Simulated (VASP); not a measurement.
An input for VASP 6.6.1 (Ir):

File run.py:

```python
from ase.calculators.vasp import Vasp
from ase.eos import EquationOfState
from ase.io import Trajectory
from ase.io import read
from ase.units import GPa

atoms = read('Ir.cif')
calc = Vasp(
    directory='calc',
    xc='revtpss',
    pp='PBE',
    setups='minimal',
    pp_version='54',
    prec='Accurate',
    encut=500,
    ediff=1e-06,
    ismear=1,
    sigma=0.1,
    lreal=False,
    lasph=True,
    nelm=80,
    algo='Normal',
    isif=2,
    lwave=False,
    lcharg=False,
    lmixtau=True,
    ivdw=12,
    kpts=[12, 12, 12],
    gamma=True,
)
atoms.calc = calc
cell = atoms.cell.copy()
volumes, energies = [], []
traj = Trajectory('eos.traj', 'w')
for x in [0.94, 0.96, 0.98, 1.0, 1.02, 1.04, 1.06]:
    atoms.set_cell(cell * x ** (1 / 3), scale_atoms=True)
    volumes.append(atoms.get_volume())
    energies.append(atoms.get_potential_energy())
    traj.write(atoms)
    print(f'{x:5.2f} {volumes[-1]:12.5f} {energies[-1]:14.6f}')

v0, e0, B = EquationOfState(volumes, energies, eos='vinet').fit()
print(f'V0 = {v0:.4f} A^3, E0 = {e0:.6f} eV, B = {B / GPa:.2f} GPa')
```

Contents of Ir.cif:

```cif
data_Ir
_cell_length_a 2.70342170
_cell_length_b 2.68956352
_cell_length_c 2.65789228
_cell_angle_alpha 60.87124838
_cell_angle_beta 60.52208301
_cell_angle_gamma 62.54441366
_space_group_name_H-M_alt 'P1'
_space_group_name_Hall 'P 1'
_space_group_IT_number 1
loop_
_space_group_symop_operation_xyz
'x,y,z'
loop_
_atom_site_label
_atom_site_type_symbol
_atom_site_symmetry_multiplicity
_atom_site_Wyckoff_symbol
_atom_site_fract_x
_atom_site_fract_y
_atom_site_fract_z
_atom_site_occupancy
Ir1 Ir 1 a 0.0268910000 -0.0213660000 -0.0081750000 1
```

Potentials or basis: VASP PAW PBE potentials, release 54 (Ir).

Run with:

```sh
$ python run.py
```

What does the program do with it?

The run stopped without a result. It printed:

Output:

```text
Traceback (most recent call last):
  ...
ase.calculators.calculator.CalculationFailed: vasp in <dir> returned an error: 1 stderr is in vasp.out
```

OUTCAR:

```text
ENCUT = 500.000000
   EDIFF = 1.00e-06
   METAGGA = RTPSS
   PREC = Accurate
   ISIF = 2
   ISMEAR = 1
   NELM = 80
   IVDW = 12
   LASPH = .TRUE.
   LREAL = .FALSE.
```

Among its messages:

```text
Unsupported xc functional, please specify VDW_S6, VDW_S8, VDW_A1 and VDW_A2 in the INCAR file. ---->  I REFUSE TO CONTINUE WITH THIS SICK JOB ... BYE!!! <----
```
